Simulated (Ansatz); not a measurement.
# CaO: frozen-core PAW against all-electron methods

```yaml
crystal:
  lattice:
    - [-0.07347, 2.41227, 2.41227]
    - [2.41227, -0.07347, 2.41227]
    - [2.41227, 2.41227, -0.07347]
  atoms:
    - { symbol: Ca, position: [0.00000, 0.00000, 0.00000] }
    - { symbol: O, position: [0.50000, 0.50000, 0.50000] }
```

Atoms are numbered in the order listed.

Conventional cell: a = 3.515 Å, b = 3.515 Å, c = 8.229 Å, α = 90.00°, β = 90.00°, γ = 120.00°. Ca (atom 1) has 6 O at 2.45 Å as nearest neighbours. O (atom 2) is surrounded by 6 Ca at 2.45 Å.

The geometry is COD entry 9006719, unchecked; take it as a test cell. It was measured hot, at 1427 K. The listed cell was then made from it by scaling, straining or moving an atom.

All numbers are computed: DFT, PBE, PAW with Ansatz's default frozen-core files, scalar-relativistic (Ansatz 0.2.0); DFT, PBE, all-electron PAW with datasets made for the crystal, scalar-relativistic (Ansatz 0.2.0); DFT, PBE, all-electron LAPW, scalar-relativistic (Ansatz 0.2.0).

For PAW: a Γ-centred 11×11×11 k mesh, Fermi–Dirac smearing of 0.02 eV, cutoff 420 eV, no spin polarisation. The crystal-made all-electron datasets (AE datasets) take a cutoff of 280 eV at this cell. LAPW targets a basis error of 0.5 meV/atom. The Ansatz runs share mesh, smearing and spin set-up. Plane-wave (PAW) pressures include the program's estimate of the Pulay term.

Stress and pressure are positive in compression.

The change that made this cell: equal xy, yz and zx engineering shear strains of -3 %.

```
                             quantity    PAW  AE datasets   LAPW
                       pressure (GPa)  -3.99        -3.98  -3.99
                      stress yz (GPa)   2.08         2.07   2.07
                      stress xz (GPa)   2.08         2.07   2.07
                      stress xy (GPa)   2.08         2.07   2.07
                        band gap (eV)  3.588        3.585  3.585
field gradient Vzz at Ca1 (10²¹ V/m²)   0.83         0.83      –
 field gradient Vzz at O2 (10²¹ V/m²)  -0.45        -0.44      –
```

PAW's pressure differs from the LAPW value by about 0.01 GPa or less. Datasets made for the crystal and LAPW share parts of one code, so their agreement isn't an independent check.
